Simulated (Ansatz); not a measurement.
# Dielectric response of NaCl (001) films, part 3 of 5

Wanted: ε of rocksalt NaCl (001) by finite fields on slabs, and the band edges against the vacuum where run.

Ansatz 0.2.0; plane-wave DFT, PBEsol, Ansatz PAW (the session's first sound run).

So far, gap on the k-mesh (eV): step 2 (relaxation, 6 atoms, units 3) 5.00; step 4 (applied field, field 0.1 V/Å) 4.90; step 5 (applied field, field -0.1 V/Å) 4.90; step 7 (field 0.05 V/Å, other threshold, other force threshold) 4.99; step 8 (field -0.05 V/Å, other threshold, other force threshold) 4.99.

## Step 9: Response with the atoms relaxed, 6 atoms, units 3

This step: plane-wave DFT, PBEsol, Ansatz PAW; response to a field along the normal, atoms relaxed (Ansatz 0.2.0).

The two relaxed runs give the static response.

This step gave:

```
equivalent conductor thickness p/(ε₀AE) : 7.809 Å
```

Local field over the applied field, running mean. From the potentials at -0.05 and 0.05 V/Å; running mean over 2.82 Å, taken twice. Local field over applied field against z:

z (Å), local field over applied field and a bar from the least value:
```
      4.5      0.994 ##############################
      5.0      0.980 #############################
      5.5      0.927 ############################
      6.0      0.852 #########################
      6.5      0.773 ######################
      7.0      0.663 ###################
      7.5      0.521 ##############
      8.0      0.382 #########
      8.5      0.322 #######
      9.0      0.234 ####
      9.5      0.158 ##
     10.0      0.117 
     10.5      0.137 #
     11.0      0.148 #
     11.5      0.109 
     12.0      0.106 
     12.5      0.138 #
     13.0      0.145 #
     13.5      0.119 
     14.0      0.142 #
     14.5      0.208 ###
     15.0      0.306 #######
     15.5      0.355 ########
     16.0      0.479 #############
     16.5      0.627 ##################
     17.0      0.743 #####################
     17.5      0.834 #########################
     18.0      0.903 ###########################
     18.5      0.972 #############################
     19.0      0.992 ##############################
     19.5      0.998 ##############################
```

The induced dipole is that of a conductor 7.81 Å thick.

## Step 10: Relaxation, 10 atoms, units 5

This step: plane-wave DFT, PBEsol, Ansatz PAW (Ansatz 0.2.0).

System of this step: NaCl (001), 5 units. The cell holds 10 atoms: 5 Na and 5 Cl. Cell: a = 3.988 Å, b = 3.988 Å, c = 29.280 Å, α = 90.0°, β = 90.0°, γ = 90.0°. It derives from NaCl (rocksalt NaCl). Vacuum lies along c.

The next thickness, treated alike, so that differences show the interior and the faces cancel.

The input, input.yaml:

```yaml
crystal:
  lattice:
    - [3.98808225, 0.0, 0.0]
    - [0.0, 3.98808225, 0.0]
    - [0.0, 0.0, 29.28]
  atoms:
    - { symbol: Na, position: [0.5, 0.5, 0.3073770492] }
    - { symbol: Cl, position: [0.0, 0.0, 0.3073770492] }
    - { symbol: Na, position: [0.0, 0.0, 0.4036885246] }
    - { symbol: Cl, position: [0.5, 0.5, 0.4036885246] }
    - { symbol: Na, position: [0.5, 0.5, 0.5] }
    - { symbol: Cl, position: [0.0, 0.0, 0.5] }
    - { symbol: Na, position: [0.0, 0.0, 0.5963114754] }
    - { symbol: Cl, position: [0.5, 0.5, 0.5963114754] }
    - { symbol: Na, position: [0.5, 0.5, 0.6926229508] }
    - { symbol: Cl, position: [0.0, 0.0, 0.6926229508] }
kpoints:
  mp_grid: { grid: [8, 8, 1] }
hamiltonian:
  xc: pbesol
scf:
  occupations: { method: fixed }
  convergence: { dr2_threshold: 1.0e-09 }
efield:
  axis: 3
  dipole_correction: true
  ramp_position: 0.97
  ramp_width: 0.06
relax:
  f_tol: 0.003
  max_steps: 100
output:
  write_potential: true
  write_density: true
  volumetric_format: npy
```

Launch:

```bash
> ansatz run input.yaml --threads 4 --pin off --max-ram 12288MiB --backend cpu --events-out ev --progress --plain --runs-dir out
```

Numbers of over 12 decimals in the logs are rounded to 6 here.

The program printed:

```text
[...]
Crystal: 10 atoms, lattice volume = 465.693 Å³
Basis set: ecut = 420 eV, 9129 PW (Γ), exchange–correlation on 54×54×400 points (8 copies of the dense FFT grid, shifted against one another)
Bands: 50, of which v1, the nominal top of the filled ones, is band 40 counted from 1 (39 counted from 0)
Symmetry: 8 space group operations
k-points: 15 of 64
[...]
- { symbol: Cl, position: [0.5, 0.5, 0.404998] }
    - { symbol: Na, position: [0.5, 0.5, 0.500000] }
    - { symbol: Cl, position: [0, 0, 0.500000] }
    - { symbol: Na, position: [-3.694671617870038e-19, 0, 0.596052] }
    - { symbol: Cl, position: [0.5, 0.5, 0.595002] }
    - { symbol: Na, position: [0.5, 0.5, 0.688657] }
    - { symbol: Cl, position: [-8.400714276431664e-19, 0, 0.692034] }
[key lines of the parts left out:]
SCF converged after 6 iterations
Free energy (F): -12701.086179 eV
Fermi energy:    -2.956000 eV
Dipole field:    D = 0.000000 V/Å  (p = 0.000000 e·Å, saw-weighted, corrected)
Work function:   Φ+ = 6.6863 eV   Φ− = 6.6863 eV
```

It took 29 s on 4 threads of Arm Neoverse V1, shared host; peak memory 0.87 GiB; 1.9 min of CPU time.

Step by step:

```tsv
step	energy less that of the first step (eV)	largest force component (eV/Å)
1	0.0000	0.1777
2	-0.0155	0.0672
3	-0.0188	0.0073
4	-0.0189	0.0011
```

Forces are held to the 8 operations that the run works with; a distortion that breaks them can't arise in this run.

The atoms that moved most (Å):

```tsv
atom	dx	dy	dz	length
Na1	0.000	0.000	0.116	0.116
Na9	0.000	0.000	-0.116	0.116
Cl8	0.000	0.000	-0.038	0.038
Cl4	0.000	0.000	0.038	0.038
Cl10	0.000	0.000	-0.017	0.017
Cl2	0.000	0.000	0.017	0.017
Na3	0.000	0.000	0.008	0.008
Na7	0.000	0.000	-0.008	0.008
```

The relaxed structure:

```cif
data_structure
_symmetry_space_group_name_H-M 'P 1'
_symmetry_Int_Tables_number 1
_cell_length_a 3.9881
_cell_length_b 3.9881
_cell_length_c 29.2800
_cell_angle_alpha 90.000
_cell_angle_beta 90.000
_cell_angle_gamma 90.000
_cell_volume 465.69
loop_
_atom_site_label
_atom_site_type_symbol
_atom_site_fract_x
_atom_site_fract_y
_atom_site_fract_z
_atom_site_occupancy
Na1 Na 0.50000 0.50000 0.31134 1
Cl2 Cl 0.00000 0.00000 0.30797 1
Na3 Na 0.00000 0.00000 0.40395 1
Cl4 Cl 0.50000 0.50000 0.40500 1
Na5 Na 0.50000 0.50000 0.50000 1
Cl6 Cl 0.00000 0.00000 0.50000 1
Na7 Na 0.00000 0.00000 0.59605 1
Cl8 Cl 0.50000 0.50000 0.59500 1
Na9 Na 0.50000 0.50000 0.68866 1
Cl10 Cl 0.00000 0.00000 0.69203 1
```

The relaxation took 4 steps and lowered the energy by 0.019 eV; the largest force on the free atoms ends at 0.0011 eV/Å.

The gap is 4.99 eV, with the valence edge 6.69 eV and the conduction edge 1.70 eV under the upper vacuum level.

## Step 11: Single point on the relaxed film, 10 atoms, units 5

The next thickness, treated alike, so that differences show the interior and the faces cancel.

input.yaml, the sections that differ from step 10:

```yaml
crystal:
  lattice:
    - [3.98808225, 0.0, 0.0]
    - [0.0, 3.98808225, 0.0]
    - [0.0, 0.0, 29.28]
  atoms:
    - { symbol: Na, position: [0.5, 0.5, 0.3113425636] }
    - { symbol: Cl, position: [0.0, 0.0, 0.3079659705] }
    - { symbol: Na, position: [0.0, 0.0, 0.4039475398] }
    - { symbol: Cl, position: [0.5, 0.5, 0.4049976478] }
    - { symbol: Na, position: [0.5, 0.5, 0.5000000021] }
    - { symbol: Cl, position: [0.0, 0.0, 0.5000000016] }
    - { symbol: Na, position: [0.0, 0.0, 0.596052463] }
    - { symbol: Cl, position: [0.5, 0.5, 0.5950023503] }
    - { symbol: Na, position: [0.5, 0.5, 0.6886574368] }
    - { symbol: Cl, position: [0.0, 0.0, 0.6920340245] }
output:
  eigenvalues: true
  write_potential: true
  write_density: true
  volumetric_format: npy
  elf: true
# kpoints, hamiltonian, scf, efield: as in step 10
# relax: removed
```

The program printed:

```text
[...]
Crystal: 10 atoms, lattice volume = 465.693 Å³
Basis set: ecut = 420 eV, 9129 PW (Γ)
Bands: 50, of which v1, the nominal top of the filled ones, is band 40 counted from 1 (39 counted from 0)
Symmetry: 8 space group operations
k-points: 15 of 64
[...]
k-point 1: bands = [... 36 lower, -3.0823, -3.0365, -3.0044, -2.9689, 2.3418, 2.5536, 3.1919, 3.8738, ... 6 higher]
  k-point 2: bands = [... 36 lower, -3.1076, -3.1034, -3.0440, -3.0062, 3.0662, 3.1258, 3.6051, 4.1525, ... 6 higher]
  k-point 14: bands = [... 36 lower, -3.6099, -3.6099, -3.2607, -3.2495, 4.4269, 4.6014, 4.7320, 5.1161, ... 6 higher]
[key lines of the parts left out:]
SCF converged after 8 iterations
Free energy (F): -12701.085747 eV
Fermi energy:    -2.956064 eV
Dipole field:    D = 0.000000 V/Å  (p = 0.000001 e·Å, saw-weighted, corrected)
Work function:   Φ+ = 6.6865 eV   Φ− = 6.6865 eV
```

Run time: 12 s. Hardware: 4 threads; peak memory 0.95 GiB; 49 s of CPU time.

The gap is 4.99 eV, with the valence edge 6.69 eV and the conduction edge 1.70 eV under the upper vacuum level.

## Step 12: Single point, 10 atoms, units 5, field 0.1 V/Å

input.yaml, as its differences from that of step 11:

```diff
@@ -22,3 +22,3 @@
   occupations: { method: fixed }
-  convergence: { dr2_threshold: 1.0e-09 }
+  convergence: { dr2_threshold: 1.0e-10 }
 efield:
@@ -28,4 +28,4 @@
   ramp_width: 0.06
+  amplitude: 0.1
 output:
-  eigenvalues: true
   write_potential: true
@@ -33,2 +33 @@
   volumetric_format: npy
-  elf: true
```

The program printed:

```text
[...]
Crystal: 10 atoms, lattice volume = 465.693 Å³
Basis set: ecut = 420 eV, 9129 PW (Γ)
Bands: 50, of which v1, the nominal top of the filled ones, is band 40 counted from 1 (39 counted from 0)
Symmetry: 8 space group operations
k-points: 15 of 64
[...]
k-point 0: bands = [... 36 lower, -3.0495, -2.9947, -2.8206, -2.8206, 1.9058, 2.3839, 2.9751, 3.4016, ... 6 higher]
  k-point 1: bands = [... 36 lower, -3.0547, -3.0167, -2.9194, -2.8246, 2.1843, 2.6510, 3.1534, 3.5667, ... 6 higher]
  k-point 2: bands = [... 36 lower, -3.1364, -3.0736, -2.9667, -2.8345, 2.8079, 3.3189, 3.5890, 3.9772, ... 6 higher]
  k-point 14: bands = [... 36 lower, -3.5393, -3.5393, -3.4678, -3.0378, 4.2864, 4.7122, 4.7187, 5.0855, ... 6 higher]
[key lines of the parts left out:]
SCF converged after 11 iterations
Free energy (F): -12701.089610 eV
Fermi energy:    -2.820634 eV
Dipole field:    D = 0.030016 V/Å  (p = 0.077248 e·Å, saw-weighted, corrected)
```

It took 14 s on 4 threads; peak memory 0.93 GiB; 53 s of CPU time.

The dipole is 0.0772 e·Å, and the gap on the mesh 4.726 eV.

## Step 13: Atoms held, 10 atoms, units 5, field -0.1 V/Å

input.yaml, as its differences from that of step 12:

```diff
@@ -28,3 +28,3 @@
   ramp_width: 0.06
-  amplitude: 0.1
+  amplitude: -0.1
 output:
```

The program printed:

```text
[...]
Crystal: 10 atoms, lattice volume = 465.693 Å³
Basis set: ecut = 420 eV, 9129 PW (Γ)
Bands: 50, of which v1, the nominal top of the filled ones, is band 40 counted from 1 (39 counted from 0)
Symmetry: 8 space group operations
k-points: 15 of 64
[...]
k-point 0: bands = [... 36 lower, -3.0495, -2.9947, -2.8206, -2.8206, 1.9058, 2.3839, 2.9751, 3.4016, ... 6 higher]
  k-point 1: bands = [... 36 lower, -3.0547, -3.0167, -2.9194, -2.8246, 2.1842, 2.6510, 3.1534, 3.5667, ... 6 higher]
  k-point 2: bands = [... 36 lower, -3.1364, -3.0736, -2.9667, -2.8345, 2.8079, 3.3189, 3.5890, 3.9772, ... 6 higher]
  k-point 14: bands = [... 36 lower, -3.5393, -3.5393, -3.4678, -3.0378, 4.2864, 4.7122, 4.7187, 5.0855, ... 6 higher]
[key lines of the parts left out:]
SCF converged after 11 iterations
Free energy (F): -12701.089610 eV
Fermi energy:    -2.820633 eV
Dipole field:    D = -0.030016 V/Å  (p = -0.077248 e·Å, saw-weighted, corrected)
```

The job ended after 13 s (4 threads; peak memory 0.94 GiB; 52 s of CPU time).

The dipole is -0.0772 e·Å, and the gap on the mesh 4.726 eV.

## Step 14: Response with the atoms held, 10 atoms, units 5

This step: plane-wave DFT, PBEsol, Ansatz PAW; response to a field along the normal, atoms held (Ansatz 0.2.0).

Local field over the applied field, running mean. From the potentials at -0.1 and 0.1 V/Å; running mean over 2.82 Å, taken twice. The local field over applied field by z:

```tsv
z (Å)	local field over applied field
4.5	0.996
5.0	0.988
5.5	0.970
6.0	0.932
6.5	0.871
7.0	0.789
7.5	0.692
8.0	0.594
8.5	0.508
9.0	0.443
9.5	0.404
10.0	0.387
10.5	0.384
11.0	0.386
11.5	0.389
12.0	0.391
12.5	0.391
13.0	0.391
13.5	0.391
14.0	0.391
14.5	0.391
15.0	0.391
15.5	0.391
16.0	0.391
16.5	0.391
17.0	0.391
17.5	0.390
18.0	0.388
18.5	0.385
19.0	0.384
19.5	0.392
20.0	0.418
20.5	0.469
21.0	0.543
21.5	0.636
22.0	0.735
22.5	0.827
23.0	0.901
23.5	0.951
24.0	0.980
24.5	0.993
25.0	0.997
```

The induced dipole is that of a conductor 8.79 Å thick.

## Step 15: Field on, atoms free, 10 atoms, units 5, field 0.05 V/Å

This step: plane-wave DFT, PBEsol, Ansatz PAW (Ansatz 0.2.0).

The same pair of relaxations in the field for this thickness.

input.yaml, as its differences from that of step 13:

```diff
@@ -28,3 +28,6 @@
   ramp_width: 0.06
-  amplitude: -0.1
+  amplitude: 0.05
+relax:
+  f_tol: 0.0006
+  max_steps: 70
 output:
```

The program printed:

```text
[...]
Crystal: 10 atoms, lattice volume = 465.693 Å³
Basis set: ecut = 420 eV, 9129 PW (Γ), exchange–correlation on 54×54×400 points (8 copies of the dense FFT grid, shifted against one another)
Bands: 50, of which v1, the nominal top of the filled ones, is band 40 counted from 1 (39 counted from 0)
Symmetry: 8 space group operations
k-points: 15 of 64
[...]
- { symbol: Na, position: [1.369008680712226e-19, 0.0, 0.404044] }
    - { symbol: Cl, position: [0.5, 0.5, 0.404928] }
    - { symbol: Na, position: [0.5, 0.5, 0.500128] }
    - { symbol: Cl, position: [-1.685408264864468e-19, 0.0, 0.499882] }
    - { symbol: Na, position: [1.2479794455484624e-19, 0.0, 0.596140] }
    - { symbol: Cl, position: [0.5, 0.5, 0.594936] }
    - { symbol: Na, position: [0.5, 0.5, 0.688812] }
    - { symbol: Cl, position: [-2.6308980402339017e-19, 0.0, 0.691850] }
[key lines of the parts left out:]
SCF converged after 5 iterations
Free energy (F): -12701.087539 eV
Fermi energy:    -2.946689 eV
Dipole field:    D = 0.021123 V/Å  (p = 0.054362 e·Å, saw-weighted, corrected)
```

Run time: 29 s. Hardware: 4 threads; peak memory 0.86 GiB.

Relaxation path:

```tsv
step	energy less that of the first step (eV)	largest force component (eV/Å)
1	0.0000	0.0221
2	-0.0004	0.0048
3	-0.0004	0.0014
4	-0.0004	0.0002
```

The run keeps the 8 symmetry operations that it works with, so distortions that break them were not tested.

The relaxed structure:

```xyz
10
Lattice="3.9881 0.0000 0.0000 0.0000 3.9881 0.0000 0.0000 0.0000 29.2800" Properties=species:S:1:pos:R:3
Na    1.9940    1.9940    9.1211
Cl    0.0000    0.0000    9.0114
Na    0.0000    0.0000   11.8304
Cl    1.9940    1.9940   11.8563
Na    1.9940    1.9940   14.6438
Cl    0.0000    0.0000   14.6365
Na    0.0000    0.0000   17.4550
Cl    1.9940    1.9940   17.4197
Na    1.9940    1.9940   20.1684
Cl    0.0000    0.0000   20.2574
```

The relaxation took 4 steps and lowered the energy by 3.9e-4 eV; the largest force on the free atoms ends at 1.6e-4 eV/Å.

The dipole is 0.0544 e·Å, and the gap on the mesh 4.967 eV.

## Step 16: Field on, atoms free, 10 atoms, units 5, field -0.05 V/Å

The opposite sign, again from the field-free geometry; the difference of the two cancels what relaxes without a field.

input.yaml, as its differences from that of step 15:

```diff
@@ -28,3 +28,3 @@
   ramp_width: 0.06
-  amplitude: 0.05
+  amplitude: -0.05
 relax:
```

The program printed:

```text
[...]
Crystal: 10 atoms, lattice volume = 465.693 Å³
Basis set: ecut = 420 eV, 9129 PW (Γ), exchange–correlation on 54×54×400 points (8 copies of the dense FFT grid, shifted against one another)
Bands: 50, of which v1, the nominal top of the filled ones, is band 40 counted from 1 (39 counted from 0)
Symmetry: 8 space group operations
k-points: 15 of 64
[...]
- { symbol: Na, position: [-1.2480114991145158e-19, 0.0, 0.403860] }
    - { symbol: Cl, position: [0.5, 0.5, 0.405064] }
    - { symbol: Na, position: [0.5, 0.5, 0.499872] }
    - { symbol: Cl, position: [1.6853511908063759e-19, 0.0, 0.500118] }
    - { symbol: Na, position: [-1.3690378556734474e-19, 0.0, 0.595956] }
    - { symbol: Cl, position: [0.5, 0.5, 0.595072] }
    - { symbol: Na, position: [0.5, 0.5, 0.688486] }
    - { symbol: Cl, position: [2.8292921395725876e-19, 0.0, 0.692232] }
[key lines of the parts left out:]
SCF converged after 5 iterations
Free energy (F): -12701.087539 eV
Fermi energy:    -2.946689 eV
Dipole field:    D = -0.021123 V/Å  (p = -0.054362 e·Å, saw-weighted, corrected)
```

Wall time 29 s (4 threads); peak memory 0.86 GiB.

Relaxation path:

```tsv
step	energy less that of the first step (eV)	largest force component (eV/Å)
1	0.0000	0.0221
2	-0.0004	0.0048
3	-0.0004	0.0014
4	-0.0004	0.0002
```

Forces are held to the 8 operations that the run works with; a distortion that breaks them can't arise in this run.

The relaxation took 4 steps and lowered the energy by 3.9e-4 eV; the largest force on the free atoms ends at 1.6e-4 eV/Å.

The dipole is -0.0544 e·Å, and the gap on the mesh 4.967 eV.

## Step 17: Response with the atoms relaxed, 10 atoms, units 5

This step: plane-wave DFT, PBEsol, Ansatz PAW; response to a field along the normal, atoms relaxed (Ansatz 0.2.0).

Local field over the applied field, running mean. From the potentials at -0.05 and 0.05 V/Å; running mean over 2.82 Å, taken twice. The local field over applied field by z:

```tsv
z (Å)	local field over applied field
4.5	0.995
5.0	0.982
5.5	0.931
6.0	0.855
6.5	0.781
7.0	0.677
7.5	0.540
8.0	0.402
8.5	0.335
9.0	0.246
9.5	0.158
10.0	0.112
10.5	0.123
11.0	0.135
11.5	0.119
12.0	0.147
12.5	0.179
13.0	0.189
13.5	0.180
14.0	0.183
14.5	0.188
15.0	0.188
15.5	0.178
16.0	0.184
16.5	0.189
17.0	0.166
17.5	0.131
18.0	0.123
18.5	0.133
19.0	0.114
19.5	0.125
20.0	0.190
20.5	0.295
21.0	0.354
21.5	0.458
22.0	0.604
22.5	0.724
23.0	0.819
23.5	0.884
24.0	0.962
24.5	0.990
25.0	0.997
```

The induced dipole is that of a conductor 12.37 Å thick.

[end of part 3 of 5]

[Logs are printed without paths, hosts, clocks, repeated set-up lines and the standing remarks that a program may print on its own settings, such as how far it seeks lower states.]

[Hosts, paths, dates, database ids (printed as entryN), source tags and the programs' standing remarks are cut or masked in the printed files.]

[Maps of the electrostatic potential energy from Ansatz leave out the sawtooth potential of an applied field or a dipole correction, so their vacuum need not be flat; planar profiles and work functions include it.]
